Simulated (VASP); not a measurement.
# TiTe (Fm-3m) in VASP: notebook, part 2 of 2

VASP 6.6.1. Earlier steps stand in the parts before.

### Step 4. Relaxation of cell and atoms, BLYP

Contents of INCAR:

```
AGGAC = 1.0
AGGAX = 1.0
ALDAC = 0.0
ALDAX = 1.0
ALGO = Fast
EDIFF = 1E-7
EDIFFG = -0.01
ENCUT = 600
GGA = B5
IBRION = 2
ISIF = 3
ISMEAR = -1
LASPH = True
LCHARG = False
LREAL = False
LWAVE = False
NELM = 100
NSW = 40
PREC = Accurate
SIGMA = 0.05
```

Contents of KPOINTS:

```
k-points
0
Monkhorst-Pack
  8 8 8
```

Contents of POSCAR:

```
TiTe
1.0
    0.0000000000      3.0500668100      3.0500668100
    3.0500668100      0.0000000000      3.0500668100
    3.0500668100      3.0500668100      0.0000000000
Ti Te
1 1
Direct
    0.5000000000      0.5000000000      0.5000000000
    0.0000000000      0.0000000000      0.0000000000
```

Potentials or basis: VASP PAW PBE potentials, release 64 (Ti_sv, Te).

Launch:

```bash
$ cat potpaw_PBE.64/Ti_sv/POTCAR potpaw_PBE.64/Te/POTCAR > POTCAR
$ mpirun -np 1 vasp_std > vasp.out
```

OUTCAR:

```text
EDIFF = 1E-7
   EDIFFG = -0.01
   ENCUT = 600
   GGA = B5
   IBRION = 2
   ISIF = 3
   ISMEAR = -1
   LASPH = True
   LREAL = False
   NELM = 100
   NSW = 40
   PREC = Accurate

 ion  position               nearest neighbor table
   1  0.500  0.500  0.500-   2 3.05   2 3.05   2 3.05   2 3.05   2 3.05   2 3.05
   2  0.000  0.000  0.000-   1 3.05   1 3.05   1 3.05   1 3.05   1 3.05   1 3.05

  LATTYP: Found a face centered cubic cell.
 ALAT       =     6.1001336200

  Lattice vectors:

 A1 = (   0.0000000000,   3.0500668100,   3.0500668100)
 A2 = (   3.0500668100,   0.0000000000,   3.0500668100)
 A3 = (   3.0500668100,   3.0500668100,   0.0000000000)

Analysis of symmetry for initial positions (statically):
=====================================================================
 Subroutine PRICEL returns:
 Original cell was already a primitive cell.

 Routine SETGRP: Setting up the symmetry group for a
 face centered cubic supercell.

 Subroutine GETGRP returns: Found 48 space group operations
 (whereof 48 operations were pure point group operations)
 out of a pool of 48 trial point group operations.

The static configuration has the point symmetry O_h .

Analysis of symmetry for dynamics (positions and initial velocities):
=====================================================================
 Subroutine PRICEL returns:
 Original cell was already a primitive cell.

 Routine SETGRP: Setting up the symmetry group for a
 face centered cubic supercell.

 Subroutine GETGRP returns: Found 48 space group operations
 (whereof 48 operations were pure point group operations)
 out of a pool of 48 trial point group operations.

The dynamic configuration has the point symmetry O_h .

 Subroutine INISYM returns: Found 48 space group operations
 (whereof 48 operations are pure point group operations),
 and found     1 'primitive' translations

----------------------------------------------------------------------------------------

                                     Primitive cell

  volume of cell :      56.7490

  direct lattice vectors                    reciprocal lattice vectors
     0.000000000  3.050066810  3.050066810    -0.163930835  0.163930835  0.163930835
     3.050066810  0.000000000  3.050066810     0.163930835 -0.163930835  0.163930835
     3.050066810  3.050066810  0.000000000     0.163930835  0.163930835 -0.163930835

  length of vectors
     4.313445849  4.313445849  4.313445849     0.283936536  0.283936536  0.283936536

  position of ions in fractional coordinates (direct lattice)
     0.500000000  0.500000000  0.500000000
     0.000000000  0.000000000  0.000000000

  ion indices of the primitive-cell ions
   primitive index   ion index
                 1           1
                 2           2

----------------------------------------------------------------------------------------

 KPOINTS: k-points

Automatic generation of k-mesh.
 Grid dimensions read from file:
 generate k-points for:    8    8    8

 Generating k-lattice:

[... 69 lines left out ...]
   POTIM  = 0.5000    time-step for ionic-motion
   TEBEG  =    0.0;   TEEND  =   0.0 temperature during run
   PSTRESS=    0.0 pullay stress
   NELECT =      18.0000    total number of electrons
   NUPDOWN=      -1.0000    fix difference up-down
   EMIN   =  10.00;   EMAX   =-10.00  energy-range for DOS
   EFERMI =   0.00;   METHOD = LEGACY
   ISMEAR =    -1;   SIGMA  =   0.05  broadening in eV -4-tet -1-fermi 0-gaus
   EFERMI_NEDOS =   21; number of points for ismear=-14 and -15
   IALGO  =     68    algorithm
   IMIX   =      4    mixing-type and parameters
     AMIX     =   0.40;   BMIX     =  1.00
     AMIX_MAG =   1.60;   BMIX_MAG =  1.00
  volume/ion in A,a.u.               =      28.37       191.48
  Fermi-wavevector in a.u.,A,eV,Ry     =   1.116468  2.109819 16.959676  1.246501
  Thomas-Fermi vector in A             =   2.253082
   LORBIT       =      0    0 simple, 1 ext, 2 COOP (PROOUT), +10 PAW based schemes
   GGA     = B5    functional components
   LHFCALC =     F    Hartree Fock is set to
   AEXX    =    0.0000 exact exchange contribution
   IVDW    =     0    specifies the selected vdW correction
   LEPSILON=     F    determine dielectric tensor
   LRPA    =     F    only Hartree local field effects (RPA)
 conjugate gradient relaxation of ions
 non-spin polarized calculation
 RMM-DIIS sequential band-by-band and
  energy-cutoff  :      600.00
  volume of cell :       56.75
 maximum number of plane-waves:      1907
   NGX = 17   NGY = 17   NGZ = 17

--------------------------------------- Ionic step        1  -------------------------------------------

 number of electron      18.0000002 magnetization

 Free energy of the ion-electron system (eV)
  ---------------------------------------------------
  ext. energy  EPLUGINS =         0.00000000
  ---------------------------------------------------
  free energy    TOTEN  =        -9.74273348 eV

  energy without entropy =       -9.69682908  energy(sigma->0) =       -9.71978128

------------------------ aborting loop EDIFF was not reached (unconverged)  ----------------------------

  FORCE on cell =-STRESS in cart. coord.  units (eV):
  Direction    XX          YY          ZZ          XY          YZ          ZX
  --------------------------------------------------------------------------------------
  -------------------------------------------------------------------------------------
  Total       -2.4969906     -2.4969906     -2.4969906     -0.0000000     -0.0000000     -0.0000000
  in kB      -70.4968065    -70.4968065    -70.4968065     -0.0000000     -0.0000000     -0.0000000
  external PRESSURE =     -70.4968065 kB  Pullay stress =       0.0000000 kB
[... 23 lines left out ...]
--------------------------------------- Ionic step        2  -------------------------------------------

 number of electron      18.0000000 magnetization

------------------------ aborting loop EDIFF was not reached (unconverged)  ----------------------------

  FORCE on cell =-STRESS in cart. coord.  units (eV):
  Direction    XX          YY          ZZ          XY          YZ          ZX
  --------------------------------------------------------------------------------------
  -------------------------------------------------------------------------------------
  Total        0.5865164      0.5865164      0.5865164     -0.0000000     -0.0000000      0.0000000
  in kB       19.9511961     19.9511961     19.9511961     -0.0000000     -0.0000000      0.0000000
  external PRESSURE =      19.9511961 kB  Pullay stress =       0.0000000 kB
[... 23 lines left out ...]
--------------------------------------- Ionic step        3  -------------------------------------------

 number of electron      18.0000001 magnetization

 Free energy of the ion-electron system (eV)
  ---------------------------------------------------
  ext. energy  EPLUGINS =         0.00000000
  ---------------------------------------------------
  free energy    TOTEN  =        -9.95285683 eV

  energy without entropy =       -9.91875657  energy(sigma->0) =       -9.93580670

 E-fermi :   8.8569     XC(G=0):  -9.6167

 val. band max:        8.8498907836   @ k =  -0.3125  -0.3125   0.0625
 cond. band min:       8.8686065931   @ k =   0.4375   0.3125   0.3125
 fundamental gap:      0.0187158095
 Fermi energy:         8.8569063050

 k-point     1 :       0.0625    0.0625    0.0625
  band No.  band energies     occupation
      1     -48.6663      2.00000
      2     -25.1128      2.00000
      3     -25.1120      2.00000
      4     -25.1120      2.00000
      5      -4.4109      2.00000
      6       7.0149      2.00000
      7       7.1855      2.00000
      8       7.1855      2.00000
      9       8.2941      1.99997
     10       8.2941      1.99997
     11       8.4109      1.99973
     12       8.7201      1.87823
     13       8.7201      1.87823
[... 354 lines left out ...]
  band No.  band energies     occupation
      1     -48.6646      2.00000
      2     -25.1279      2.00000
      3     -25.1239      2.00000
      4     -25.1175      2.00000
      5      -3.0500      2.00000
      6       3.6998      2.00000
      7       4.1666      2.00000
      8       5.3256      2.00000
      9       8.3540      1.99991
     10       9.2960      0.00031
     11       9.4621      0.00001
     12       9.6837      0.00000
     13       9.8488      0.00000

 [... further k-points ...]
[... 5 lines left out ...]
  --------------------------------------------------------------------------------------
  -------------------------------------------------------------------------------------
  Total        0.0080320      0.0080320      0.0080320      0.0000000      0.0000000     -0.0000000
  in kB        0.2654747      0.2654747      0.2654747      0.0000000      0.0000000     -0.0000000
  external PRESSURE =       0.2654747 kB  Pullay stress =       0.0000000 kB
[... 17 lines left out ...]
  FREE ENERGIE OF THE ION-ELECTRON SYSTEM (eV)
  ---------------------------------------------------
  free  energy   TOTEN  =        -9.9528568315 eV

  energy  without entropy=       -9.9187565685  energy(sigma->0) =       -9.93580670

 reached required accuracy - stopping structural energy minimisation
```

OSZICAR:

```text
N       E                     dE             d eps       ncg     rms          rms(c)
DAV:   1     0.139007139330E+03    0.13901E+03   -0.97246E+03  1560   0.147E+03
DAV:   2     0.356791329627E+01   -0.13544E+03   -0.13289E+03  1595   0.359E+02
DAV:   3    -0.103169251217E+02   -0.13885E+02   -0.13710E+02  2995   0.949E+01
[... 235 lines left out ...]
RMM:  35    -0.995285639184E+01   -0.13234E-06   -0.14828E-06  1193   0.400E-03    0.975E-04
RMM:  36    -0.995285654398E+01   -0.15214E-06   -0.13157E-06  1315   0.419E-03    0.405E-04
RMM:  37    -0.995285665515E+01   -0.11118E-06   -0.12215E-06  1169   0.385E-03    0.275E-04
RMM:  38    -0.995285675411E+01   -0.98959E-07   -0.10696E-06  1091   0.372E-03    0.182E-04
RMM:  39    -0.995285683145E+01   -0.77340E-07   -0.99869E-07  1011   0.359E-03
   3 F= -.99528568E+01 E0= -.99358067E+01  d E =-.210123E+00
```

CONTCAR:

```text
TiTe
   1.00000000000000
    -0.0000000000000000    2.8939700894456721    2.8939700894456721
     2.8939700894456721    0.0000000000000000    2.8939700894456721
     2.8939700894456721    2.8939700894456721   -0.0000000000000000
  Ti              Te
     1     1
Direct
     0.5000000000000000    0.5000000000000000    0.5000000000000000
     0.0000000000000000    0.0000000000000000    0.0000000000000000

  0.00000000E+00  0.00000000E+00  0.00000000E+00
  0.00000000E+00  0.00000000E+00  0.00000000E+00
```

It took 16 min on 1 thread of AMD EPYC 9R45 (Zen 5), shared host; peak memory 0.24 GiB.

What came out:

```yaml
Free_energy: -9.9529 eV
Relaxed_volume: 24.24 Å³/atom
Relaxed_cell: a = 4.093 Å, b = 4.093 Å, c = 4.093 Å, α = 60.00°, β = 60.00°, γ = 60.00°
Space_group_after_relaxing_to_0.05_Å: Fm-3m (No. 225)
Energy_gained_by_relaxing: 105.1 meV/atom
Ionic_steps: 3
Pressure_after_relaxing: 0.0 GPa
```

The path:
```tsv
step	energy change (eV)	largest force (eV/Å)	pressure (GPa)	volume (Å³)
1	0.0000	0.0000	-7.05	56.75
2	-0.2016	0.0000	2.00	47.10
3	-0.2101	0.0000	0.03	48.47
```

Final structure:
```
CELL_PARAMETERS angstrom
0.00000 2.89397 2.89397
2.89397 0.00000 2.89397
2.89397 2.89397 0.00000
ATOMIC_POSITIONS crystal
Ti 0.50000 0.50000 0.50000
Te 0.00000 0.00000 0.00000
```

Caveat: the bands computed are all filled at some k points, so no gap is given; the PAW data sets were made with another functional, which shifts forces and pressure a little. Spin-orbit coupling is left out, which matters for the levels of Te.

### Step 5. Summary

| level | monkhorst-Pack mesh | other keys | pressure (GPa) | relaxed volume (Å³/atom) |
| --- | --- | --- | --- | --- |
| BLYP+D3(BJ) | - | - | 0.0 | 21.47 |
| BLYP+D4 | - | - | 0.0 | 22.60 |
| BLYP | yes | shifted = yes | 0.0 | 24.24 |

Alike in all rows: task relaxation of cell and atoms; potentials or basis VASP PAW PBE potentials, release 64 (Ti_sv, Te); no spin polarisation; cell relaxed; k mesh 8 × 8 × 8; cutoff (eV) 600; smearing fermi-dirac 0.05 eV.

Caveats: the bands computed are all filled at some k points, so no gap is given; the PAW data sets were made with another functional, which shifts forces and pressure a little; the volume moved by over 15 % at a fixed basis, so the end points are rough (some runs).

Absolute energies hang on the potentials; compare differences alone.
